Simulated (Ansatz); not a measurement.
# Mo (Im-3m) in Ansatz: a series of runs

One crystal, Mo, is run at these levels: PBEsol, revPBE, BLYP, PBE, r2SCAN0; tasks: relaxation of cell and atoms, single point.

All numbers are computed with Ansatz 0.2.0; they aren't measurements. Logs are shortened: lines on timing, memory, paths and dates and some standing lists are left out, and cuts for length are marked.

### 1 Starting point

Symmetry: Im-3m, No. 229, cubic system. Conventional cell: a = 3.168 Å, b = 3.168 Å, c = 3.168 Å, α = 90.00°, β = 90.00°, γ = 90.00°. Mo (site symmetry m-3m) has 8 Mo at 2.74 Å as nearest neighbours.

### 2 Relaxation of cell and atoms, PBEsol

File input.yaml:

```yaml
crystal:
  lattice:
    - [-1.5838089719, 1.5838089719, 1.5838089719]
    - [1.5838089719, -1.5838089719, 1.5838089719]
    - [1.5838089719, 1.5838089719, -1.5838089719]
  atoms:
    - { symbol: Mo, position: [0.0, 0.0, 0.0] }
hamiltonian:
  xc: pbesol
  pseudopotentials: { kind: paw }
kpoints:
  mp_grid: { grid: [12, 12, 12] }
scf:
  occupations: { method: fermi_dirac, width: 0.05 }
output:
  forces: true
  stress: true
relax:
  f_tol: 0.01
  max_steps: 40
  cell: { stress_tol: 0.05 }
```

Potentials or basis: Ansatz PAW.

Command:

```sh
ansatz run input.yaml --threads 2 --pin off --max-ram 5632MiB --backend cpu --events-out ev --progress --plain --runs-dir out
```

The log of the run:

```text
Warning: RAYON_NUM_THREADS=2 ignored (pool sized by the plan → 2); use --threads N
Engine: ansatz 0.2.0, x86_64-unknown-linux-gnu
Pseudopotentials: kind: paw
Pseudopotential: Mo, paw, valence charge 14, recommended cutoff 420 eV (normal), Mo.paw.azcp
Functional definition: PBEsol
  exchange = pbesol_x
  correlation = pbesol_c
Crystal: 1 atoms, lattice volume = 15.892 Å³
Basis set: ecut = 420 eV, 321 PW (Γ), exchange–correlation on 40×40×40 points (8 copies of the dense FFT grid, shifted against one another)
Bands: 11, of which v1, the nominal top of the filled ones, is band 7 counted from 1 (6 counted from 0)
Symmetry: 48 space group operations
Space group: Im-3m (ITA 229), of the structure as read, at distance tolerance 2.5e-5 Å
k-points: 72 of 1728
Non-local potential: Mo, projectors of the file, l = 0: 3, l = 1: 2, l = 2: 2, l = 3: 1
PAW form: soft (Blöchl's): semilocal exchange-correlation on the pseudo side does not see the compensation charge
PAW frozen core: Mo, regenerated for the run's functional, and the local potential with it (the file was generated under x = pbe(κ = 0.804, μ = 0.2195149727645171), c = pbe(β = 0.06672455060314922))
PAW one-centre angular grid: Mo, 590 points (default); XC on 64 Gauss nodes
Initial density: superposition of atomic densities (neutral atoms: chi_scale 0, normalization atom), corrected by the library's trained network
Initial wavefunctions: pseudopotential atomic-orbital guess
Functional: x = pbesol(κ = 0.804, μ = 0.12345679012345678), c = pbesol(β = 0.046)
SCF iter   1: F=—  HF=-4897.469925 eV  |F-HF|=—  |Δ(HF+E_count)|=         —  Δρ=5.25e-3  dr2=3.44e-3  ethr=1.77e-3  ⟨swp⟩=5.1  Hψ=4643  notcnv=0
preconditioner: auto → none  [metal: Δε(μ)=0.101 eV  Ē_g=8.216 eV  σ=0.050 eV  W_gap=0.46  n_scr=0 (ndim 8)  ℏωp=22.8 eV  f_vac=0.000  D(μ)=0.30/eV (n_scr^D=0)]
SCF iter   2: F=—  HF=-4897.468723 eV  |F-HF|=—  |Δ(HF+E_count)|=   1.20e-3  Δρ=1.85e-3  dr2=1.37e-4  ethr=2.45e-5  ⟨swp⟩=2.8  Hψ=1938  notcnv=0
SCF iter   3: F=—  HF=-4897.468722 eV  |F-HF|=—  |Δ(HF+E_count)|=   1.12e-6  Δρ=8.11e-4  dr2=2.50e-5  ethr=9.81e-7  ⟨swp⟩=1.2  Hψ=844  notcnv=0
SCF iter   4: F=—  HF=-4897.468726 eV  |F-HF|=—  |Δ(HF+E_count)|=   4.12e-6  Δρ=3.59e-5  dr2=6.35e-8  ethr=1.79e-7  ⟨swp⟩=2.0  Hψ=1243  notcnv=0
iter 5 did not close the SCF: its close was put off for the readings that it lacked (scf_convergence_deferred on its scf_iter line)
SCF iter   5: F=-4897.468726 eV  HF=-4897.468726 eV  |F-HF|=9.55e-11  |Δ(HF+E_count)|=   6.35e-8  Δρ=4.45e-6  dr2=1.01e-9  ethr=4.53e-10  ⟨swp⟩=2.3  Hψ=1122  notcnv=0
SCF iter   6: F=-4897.468726 eV  HF=-4897.468726 eV  |F-HF|=1.82e-12  |Δ(HF+E_count)|=  1.40e-10  Δρ=6.03e-7  dr2=2.02e-11  ethr=7.21e-12  ⟨swp⟩=1.5  Hψ=2315  notcnv=0
SCF 1 converged in 6 iterations: F = -4897.468726 eV  dr2 = 2.02e-11
relax step   1: F+E_penalty+E_count = -4897.46872638 eV  Δ(F+E_penalty+E_count) = +0.000e0 eV  max|allowed force component| = 0.000e0 eV/Å  Δτ_max = 0.0000 Å  P = -9.610 GPa  Ω = 15.892 Å³  (6 SCF iters, dr2 threshold 1.00e-7 eV, accepted)
Crystal: 1 atoms, lattice volume = 14.138 Å³
Basis set: ecut = 420 eV, 249 PW (Γ), exchange–correlation on 40×40×40 points (8 copies of the dense FFT grid, shifted against one another)
Initial density: handed on by an earlier stage of this run
Initial wavefunctions: those handed on with the density
iter 1 solved again at ethr=1.84e-5 eV; its pass at ethr=3.10e-3 eV (dr2=2.57e-3 eV) is discarded
[... 27 lines left out ...]
relax step   4: F+E_penalty+E_count = -4897.48657007 eV  Δ(F+E_penalty+E_count) = -2.992e-4 eV  max|allowed force component| = 0.000e0 eV/Å  Δτ_max = 0.0000 Å  P = +0.012 GPa  Ω = 15.318 Å³  energy of the carried Pulay correction = +9.445e-5 eV  (3 SCF iters, dr2 threshold 1.00e-7 eV, accepted)
Initial wavefunctions: pseudopotential atomic-orbital guess (no wavefunctions were taken with the density)
iter 1 solved again at ethr=3.15e-8 eV; its pass at ethr=3.10e-3 eV (dr2=4.41e-6 eV) is discarded
SCF iter   1: F=—  HF=-4897.486466 eV  |F-HF|=—  |Δ(HF+E_count)|=         —  Δρ=6.10e-5  dr2=1.17e-7  ethr=3.15e-8  ⟨swp⟩=3.4  Hψ=7011  notcnv=0
preconditioner: auto → none  [metal: Δε(μ)=0.091 eV  Ē_g=8.514 eV  σ=0.050 eV  W_gap=0.40  n_scr=0 (ndim 8)  ℏωp=23.2 eV  f_vac=0.000  D(μ)=0.27/eV (n_scr^D=0)]
SCF iter   2: F=—  HF=-4897.486467 eV  |F-HF|=—  |Δ(HF+E_count)|=   7.41e-7  Δρ=2.83e-5  dr2=1.50e-8  ethr=8.37e-10  ⟨swp⟩=2.1  Hψ=979  notcnv=0
SCF iter   3: F=—  HF=-4897.486467 eV  |F-HF|=—  |Δ(HF+E_count)|=   6.42e-9  Δρ=7.47e-6  dr2=1.06e-9  ethr=1.07e-10  ⟨swp⟩=2.7  Hψ=1070  notcnv=0
SCF iter   4: F=—  HF=-4897.486467 eV  |F-HF|=—  |Δ(HF+E_count)|=  8.79e-10  Δρ=9.20e-7  dr2=2.64e-11  ethr=7.59e-12  ⟨swp⟩=2.2  Hψ=1035  notcnv=0
SCF iter   5: F=-4897.486467 eV  HF=-4897.486467 eV  |F-HF|=9.09e-13  |Δ(HF+E_count)|=  2.18e-11  Δρ=2.37e-8  dr2=1.61e-14  ethr=1.00e-12  ⟨swp⟩=4.9  Hψ=2785  notcnv=0
SCF 5 converged in 5 iterations: F = -4897.486467 eV  dr2 = 1.61e-14
relax step   5: F+E_penalty+E_count = -4897.48646707 eV  Δ(F+E_penalty+E_count) = +1.030e-4 eV  max|allowed force component| = 0.000e0 eV/Å  Δτ_max = 0.0000 Å  P = +0.013 GPa  Ω = 15.318 Å³  stress off target by 1.34e-2 GPa  SCF on the basis re-selected at this cell (its energy is not comparable with the rows above)  (5 SCF iters)
basis re-selected at this cell: Δ(F+E_penalty+E_count) = +1.030e-4 eV, ΔP = +0.001 GPa vs the last step (what re-selecting the basis moved, of the pressure what is left beyond the Pulay correction that the steps carried, after the strain that the cell walked since its last selection, with what the two solves' SCF thresholds leave and, on support functions, any second-order correction that the steps lacked; it is no measure of the basis error at this ecutwfc). This SCF's stress stands 1.34e-2 GPa from its target on what of the cell is left free (relax.cell.stress_tol is 5.00e-2 GPa) and its largest allowed force component is 0.00e0 eV/Å (relax.f_tol is 1.00e-2 eV/Å): within both
SCF converged after 5 iterations
Free energy (F): -4897.486467 eV
Harris-Foulkes:  -4897.486467 eV  (|F-HF|=9.09e-13)
Internal energy: -4897.484195 eV  (E = F + TS)
E sigma→0 (E₀):  -4897.485331 eV
Entropy (-TS):   -0.002272 eV (-2.272 meV/atom)
Fermi energy:    21.411793 eV
--- Per-component energies (eV) ---
  E_band       = -49.609068
  E_kinetic    = 441.626071
  E_local      = -770.414138  (includes V_loc(G=0)·N_el)
  E_nonlocal   = 144.557811
  E_hartree    = 254.354830
  E_xc         = -182.729598
  E_vxc        = -228.903531  (∫ρ·V_xc dr)
  E_paw        = -3143.836469  (= ΣΔE_a)
  E_vpaw       = -145.184985  (= ΣTr[D̂ρ^β])
  E_aug_tail   = 0.000041  (compensation charges beyond the density's cutoff)
  E_ewald      = -1641.252043
  E_core_change = 0.209299  (= ΣΔE_core)
  E_smearing   = -0.002272  (= −TS)
  E_closure    = 0.000000  (closes the sum)
  Σ components = -4897.486467   (vs F -4897.486467, Δ=0.00e0)
--- Forces (eV/Å), atoms counted from 1 ---
  atom   1  Mo     0.00000000     0.00000000     0.00000000
  max |Σ_I F_I| component: 1.49e-32 eV/Å
--- Stress (GPa, compression-positive) ---
        0.013358       0.000000       0.000000
        0.000000       0.013358       0.000000
       -0.000000       0.000000       0.013358
  P = ⅓ Tr σ = 0.0134 GPa (0.134 kbar)
--- Relaxed structure (4 steps of the walk, 3 accepted, 1 SCFs on fresh bases) ---
  F+E_penalty+E_count = -4897.48646707 eV   max|allowed force component| = 0.000e0 eV/Å   (the final SCF, on the basis selected at the relaxed cell)
  cell:  # Å, volume = 15.3182 Å³
    - [-1.5645250304691196, 1.5645250304691196, 1.5645250304691196]
    - [1.5645250304691196, -1.5645250304691196, 1.5645250304691196]
    - [1.5645250304691196, 1.5645250304691196, -1.5645250304691196]
  atoms:
    - { symbol: Mo, position: [0.0, 0.0, 0.0] }
```

It took 2.8 s on 2 threads of Intel Xeon at 2.70GHz, shared host; peak memory 0.31 GiB.

What came out:

```yaml
Free_energy: -4897.4865 eV
Relaxed_volume: 15.32 Å³/atom
Relaxed_cell: a = 2.710 Å, b = 2.710 Å, c = 2.710 Å, α = 109.47°, β = 109.47°, γ = 109.47°
Space_group_after_relaxing_to_0.05_Å: Im-3m (No. 229)
Energy_gained_by_relaxing: 17.7 meV/atom
Ionic_steps: 4
Pressure_after_relaxing: 0.0 GPa
```

Step by step:
```tsv
step	energy change (eV)	largest force (eV/Å)	volume (Å³)
1	0.0000	0.0000	15.89
2	-0.0175	0.0000	15.39
3	-0.0178	0.0000	15.32
4	-0.0177	0.0000	15.32
```

Final structure:
```xyz
1
Lattice="-1.5645 1.5645 1.5645 1.5645 -1.5645 1.5645 1.5645 1.5645 -1.5645" Properties=species:S:1:pos:R:3 pbc="T T T"
Mo    0.0000    0.0000    0.0000
```

Caveat: the plane-wave basis is chosen anew once the cell has moved, so the energies of steps on either side of that aren't comparable; the PAW data sets come from PBE, with cores solved anew for the run's functional, which leaves a small shift of forces and pressure.

(Part 1 of 2 ends here.)
